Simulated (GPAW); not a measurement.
# CuO (P1) in GPAW: reference runs

Aim: a first look at CuO with PBE, on the cell as given.

All numbers are computed with GPAW 26.7.0; they aren't measurements. Logs are shortened: lines on timing, memory, paths and dates and some standing lists are left out, and cuts for length are marked. The log counts tension as positive stress, the text compression.

### Step 1. The cell of the first run

The typed cell holds 2 atoms: a = 2.993 Å, b = 2.993 Å, c = 2.993 Å, α = 60.00°, β = 60.00°, γ = 60.00°.

The cell comes from a database or a generator and needn't be the stable form of this composition.

### Step 2. Single point, PBE (atom 2 moved 0.45 Å)

Contents of run.py:

```python
from ase import Atoms
from ase.dft.bandgap import bandgap
from ase.io import write
from ase.units import Bohr, GPa
from gpaw import GPAW, PW
from gpaw.elf import elf_from_dft_calculation

atoms = Atoms(['Cu', 'O'],
              cell=[[0.0, 2.11656, 2.11656],
                    [2.11656, 0.0, 2.11656],
                    [2.11656, 2.11656, 0.0]],
              scaled_positions=[[0.02949772, 0.02810087, 0.90802599],
                                [0.47050228, 0.47189913, 0.59197401]],
              pbc=True)

calc = GPAW(mode=PW(800),
            xc='PBE',
            kpts={'size': (11, 11, 11), 'gamma': True},
            occupations={'name': 'fermi-dirac', 'width': 0.05},
            nbands=19,
            convergence={'density': 1e-05, 'energy': 1e-05},
            maxiter=150,
            txt='gpaw.txt')
atoms.calc = calc
energy = atoms.get_potential_energy()
forces = atoms.get_forces()
stress = atoms.get_stress()
calc.write('gs.gpw')
write('result.traj', atoms)
print(f'Energy: {energy:.6f} eV')
print('Forces (eV/A):')
print(forces.round(4))
print('Stress (GPa):', (stress / GPa).round(3))
print('Fermi level:', round(calc.get_fermi_level(), 4), 'eV')
print(f'Gap: {bandgap(calc)[0]:.4f} eV, direct: {bandgap(calc, direct=True)[0]:.4f} eV')

# fields on the real-space grid
write('density.cube', atoms, data=calc.get_pseudo_density() * Bohr**3)
write('potential.cube', atoms, data=calc.get_electrostatic_potential())
write('elf.cube', atoms, data=elf_from_dft_calculation(calc).data)
```

Potentials or basis: GPAW PAW data sets (gpaw-data 1.2.1), pw.

Command:

```console
OMP_NUM_THREADS=1 python run.py
```

gpaw.txt:

```text
__  _  _
 | _ |_)|_||  |
 |__||  | ||/\| - 26.7.0

Input parameters:
  mode=PW(ecut=800.0),
  convergence={'density': 1e-05, 'energy': 1e-05},
  kpts=MonkhorstPack(size=(11, 11, 11), gamma=True),
  maxiter=150,
  nbands=19,
  occupations=Occupations(name='fermi-dirac', width=0.05),
  xc=XC(name='PBE')

Diagonalizing LCAO Hamiltonian
Converting LCAO to pw mode

        O

       Cu

Atoms  # Å, Bohr magnetons
|   | symbol |        x |        y |        z |    initial magnetic moments |
|---|--------|----------|----------|----------|-----------------------------|
| 0 |     Cu | 1.981369 | 1.984325 | 0.121911 | ( 0.0000,  0.0000,  0.0000) |
| 1 |      O | 2.251751 | 2.248795 | 1.994649 | ( 0.0000,  0.0000,  0.0000) |

Unit cell  # Å
| periodic |        x |        y |        z |  lengths |    angles |
|----------|----------|----------|----------|----------|-----------|
|      yes | 0.000000 | 2.116560 | 2.116560 | 2.993268 | 60.000000 |
|      yes | 2.116560 | 0.000000 | 2.116560 | 2.993268 | 60.000000 |
|      yes | 2.116560 | 2.116560 | 0.000000 | 2.993268 | 60.000000 |

Number of symmetries: 1
Symmetry operations  # r_c * U_cc + t_c -> r_c
|   | kind |            matrix            |
|---|------|------------------------------|
| 0 |  E   |  1, 0, 0,  0, 1, 0,  0, 0, 1 |

BZ-sampling:
  Number of BZ points: 1331
  Number of IBZ points: 666

  Monkhorst-Pack size: [11, 11, 11]
  Monkhorst-Pack shift: [0, 0, 0]

K-points  # in reciprocal-cell coordinates
|     |                                coordinates |     weight |
|-----|--------------------------------------------|------------|
|   0 | (  0.00000000,   0.00000000,   0.00000000) | 0.00075131 |
|   1 | (  0.00000000,   0.00000000,   0.09090909) | 0.00150263 |
|   2 | (  0.00000000,   0.00000000,   0.18181818) | 0.00150263 |
|   3 | (  0.00000000,   0.00000000,   0.27272727) | 0.00150263 |
|   4 | (  0.00000000,   0.00000000,   0.36363636) | 0.00150263 |
|   5 | (  0.00000000,   0.00000000,   0.45454545) | 0.00150263 |
|   6 | (  0.00000000,   0.09090909,  -0.45454545) | 0.00150263 |
|   7 | (  0.00000000,   0.09090909,  -0.36363636) | 0.00150263 |
|   8 | (  0.00000000,   0.09090909,  -0.27272727) | 0.00150263 |
|   9 | (  0.00000000,   0.09090909,  -0.18181818) | 0.00150263 |
| ... |                                            |            |
| 665 | (  0.45454545,   0.45454545,   0.45454545) | 0.00150263 |

Plane wave coefficients: 986
Cutoff: 800.0 eV

Spin-components: 1 (collinear spins)
Bands:           19
Projectors:      11
Spin-degeneracy: 2
Datatype:        complex128

Parallelization:
  kpt:    1
  domain: 1
  band:   1

Density:
  Valence electrons: 17.0
  Components: 1
  Grid points: [20 20 20]
  Charge: 0.0  # |e|

Potential:
  Grid points: [20 20 20]

species:
  Cu:
    name:    Copper
    Z:       29.0
    valence: 11
    core:    18
    charge:  0.0  # [|e|]
    compensation charges:
      type: gauss
      rc: 0.33  # [Å]
      lmax: 2
    cutoffs:
      filter: 2.06  # [Å]
      core: 2.43  # [Å]
    projectors
    | kind |    occ | energy [eV] | rcut [Å] |
    |------|--------|-------------|----------|
    |   4s |  1.000 |      -4.609 |    1.164 |
    |   4p |  0.000 |      -0.698 |    1.164 |
    |   3d | 10.000 |      -5.039 |    1.058 |
    |    s |        |      22.603 |    1.164 |
    |    p |        |      26.513 |    1.164 |
    |    d |        |      22.172 |    1.058 |

    Using partial waves for Cu as LCAO basis

  O:
    name:    Oxygen
    Z:       8.0
    valence: 6
    core:    2
    charge:  0.0  # [|e|]
    compensation charges:
      type: gauss
      rc: 0.21  # [Å]
      lmax: 2
    cutoffs:
      filter: 1.17  # [Å]
      core: 0.83  # [Å]
    projectors
    | kind |    occ | energy [eV] | rcut [Å] |
    |------|--------|-------------|----------|
    |   2s |  2.000 |     -23.961 |    0.688 |
    |   2p |  4.000 |      -9.029 |    0.598 |
    |    s |        |       3.251 |    0.688 |
    |    p |        |      18.182 |    0.598 |
    |    d |        |       0.000 |    0.619 |

    Using partial waves for O as LCAO basis

Reference energy: -47062.304142  # eV

eigensolver:
  PPCG
  Converge bands: occupied
  niter=2

density mixing:
  MSR1-Mixer
  Pratt-step length: 0.05
  Maximum mixing coefficient: 0.75
  Old densities: 10
  SVD Regularization: 0.005
  Good broyden scale: 1.0
  Trust region scale: 1.0
  Backstep threshold: 4.0
  History deletion threshold: 6.0
  Fourier metric: weight=20.0, sigma=0.015

occupation numbers:
  Fermi-Dirac:
    width: 0.0500  # eV

poisson solver:
  ecut: 6400.0  # eV

xc functional:
  name: PBE with 2 nearest neighbor stencil

convergence criteria:
- Maximum integral of absolute [dens]ity change: 1e-05 electrons / valence electron
- Maximum [total energy] change in last 3 cyles: 1e-05 eV / valence electron
- Maximum integral of absolute [eigenst]ate change: 4e-08 eV^2 / valence electron
maximum number of iterations: 150

SCF iterations
|iter     | |      energy | eigst |  dens |
|---------|-|-------------|-------|-------|
|iter:   1| |  -12.220332 | +0.08 |       |
|iter:   2| |  -11.041902 | -2.09 | -0.90 |
|iter:   3| |   -9.273162 | -1.45 | -0.98 |
|iter:   4| |   -9.246623 | -3.62 | -1.62 |
|iter:   5| |   -9.227441 | -3.18 | -1.77 |
|iter:   6| |   -9.226713 | -4.55 | -2.62 |
|iter:   7| |   -9.226716 | -5.51 | -3.05 |
|iter:   8| |   -9.226708c| -6.58 | -3.53 |
|iter:   9| |   -9.226708c| -8.28c| -4.53 |
|iter:  10| |   -9.226708c| -8.19c| -5.03c|

Converged in 10 steps
Energy contributions relative to reference atoms: (reference = -47062.304142)

Energy contributions:
  Kinetic:           8.025665
  Coulomb:          -9.051322
  Zero:              0.304585
  External:          0.000000
  Xc:               -8.495331
  Entropy:          -0.020608
  Spinorbit:         0.000000
  ----------------------------
  Free energy:      -9.237012
  Extrapolated:     -9.226708

dipole moment: (-0.756205, -0.738318, -8.416983)  # |e|*Ang

Fermi level: 7.070
Eigenvalues  # (at kpt = [0.000, 0.000, 0.000])
| band index |      eig [eV] | occ [0-2] |
|------------|---------------|-----------|
|          0 |       -12.647 |     2.000 |
|          1 |         2.499 |     2.000 |
|          2 |         2.553 |     2.000 |
|          3 |         3.190 |     2.000 |
|          4 |         4.561 |     2.000 |
|          5 |         4.595 |     2.000 |
[... 9 lines left out ...]
|         15 |        29.040 |     0.000 |
|         16 |        29.837 |     0.000 |
|        ... |               |           |
|         18 |        32.010 |     0.000 |

No gap
No difference between direct/indirect transitions

Forces  # eV/Ang
|        x |        y |        z |
|----------|----------|----------|
|  0.74870 |  0.68532 | -0.49373 |  # Cu   0
| -0.74882 | -0.68543 |  0.49385 |  # O    1

Stress tensor  # eV/Ang^3
|         x |         y |         z |
|-----------|-----------|-----------|
| -0.142382 |  0.031633 | -0.026496 |
|  0.031633 | -0.136420 | -0.025113 |
| -0.026496 | -0.025113 | -0.117439 |

# Writing to gs.gpw (mode='')
```

Wall time 6.1 min (1 thread of Intel Xeon at 2.50GHz (Skylake/Cascade Lake), shared host); peak memory 0.48 GiB.

Results:

| Item | Value |
| --- | --- |
| Free energy | -9.2370 eV |
| Pressure | 21.2 GPa |
| Largest force | 1.129 eV/Å |
| Band gap on the k mesh | none (metal or under the smearing width) |

Forces on the atoms (eV/Å):
```
Cu   0.749  0.685 -0.494
O   -0.749 -0.685  0.494
```

Stress tensor (GPa, compression positive):
```
22.81 -5.07  4.25
-5.07 21.86  4.02
 4.25  4.02 18.82
```

Caveat: with this Cu data set, volumes or pressures lay over 1.5 % or 2 GPa off other programs in two to four cells of ten; so large a pressure means that the cell lies far from this level's equilibrium, or that cutoff or potentials fall short; an odd number of electrons without spin polarisation forces a metal; a magnetic or distorted state may lie lower; the run has no spin polarisation, though such a crystal can be magnetic; semilocal functionals often make such compounds metallic where correlation or magnetic order opens a gap, which also shifts bond lengths.
